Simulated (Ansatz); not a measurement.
# CdS: the cost of one run

Method: DFT HSE06, scalar-relativistic, plane waves, PAW, in Ansatz 0.2.0.

2 further runs of the same task are left out: 2 set aside as unsound or not needed.

### 1 The starting structure

It takes space group P6_3mc (No. 186, hexagonal). Conventional cell: a = 4.197 Å, b = 4.197 Å, c = 6.828 Å, α = 90.00°, β = 90.00°, γ = 120.00°. Cd (site symmetry 3m) has 4 S at 2.57 Å as nearest neighbours. S (site symmetry 3m) has 4 Cd at 2.57 Å as nearest neighbours.

As a file:

```xyz
4
Lattice="4.1970 0.0000 0.0000 -2.0985 3.6347 0.0000 0.0000 0.0000 6.8279" Properties=species:S:1:pos:R:3 pbc="T T T"
Cd    0.0000    2.4231   -0.0055
Cd    2.0985    1.2116    3.4085
S     0.0000    2.4231    2.5659
S     2.0985    1.2116    5.9799
```

It is the result of an earlier relaxation at this level (volume 26.04 Å³/atom; gap on the mesh: 1.11 eV).

### 2 Level of theory: HSE06

Input file input.yaml:

```yaml
crystal:
  lattice:
    - [4.1969590772, 0.0, 0.0]
    - [-2.0984795386, 3.6346731795, 0.0]
    - [0.0, 0.0, 6.8279107332]
  atoms:
    - { symbol: Cd, position: [0.3333333333, 0.6666666667, -0.0008015518] }
    - { symbol: Cd, position: [0.6666666667, 0.3333333333, 0.4991984482] }
    - { symbol: S, position: [0.3333333333, 0.6666666667, 0.3758015518] }
    - { symbol: S, position: [0.6666666667, 0.3333333333, 0.8758015518] }
basis:
  ecutwfc: 420
kpoints:
  mp_grid: { grid: [6, 6, 4] }
  band_path:
    path:
      - [[0.0, 0.0, 0.0], [0.5, 0.0, 0.0], [0.33333333, 0.33333333, 0.0], [0.0, 0.0, 0.0], [0.0, 0.0, 0.5], [0.5, 0.0, 0.5], [0.33333333, 0.33333333, 0.5], [0.0, 0.0, 0.5]]
      - [[0.5, 0.0, 0.5], [0.5, 0.0, 0.0]]
      - [[0.33333333, 0.33333333, 0.5], [0.33333333, 0.33333333, 0.0]]
    npoints: 4
hamiltonian:
  xc: hse06
scf:
  occupations: { method: gaussian, width: 0.02 }
output:
  forces: true
  stress: true
  eigenvalues: true
  populations: true
  dos: { projected: true, de: 0.02 }
  bader: false
  write_density: true
  write_potential: true
  elf: true
  volumetric_format: npy
```

Run with:

```console
ansatz run input.yaml --threads 2 --pin off --max-ram 5120MiB --backend cpu --events-out ev --progress --plain --runs-dir out
```

Q: Estimate wall time and peak memory on 2 threads of Arm Neoverse V2, shared host.

About 8.7 min, with a peak of 2.5 GiB.
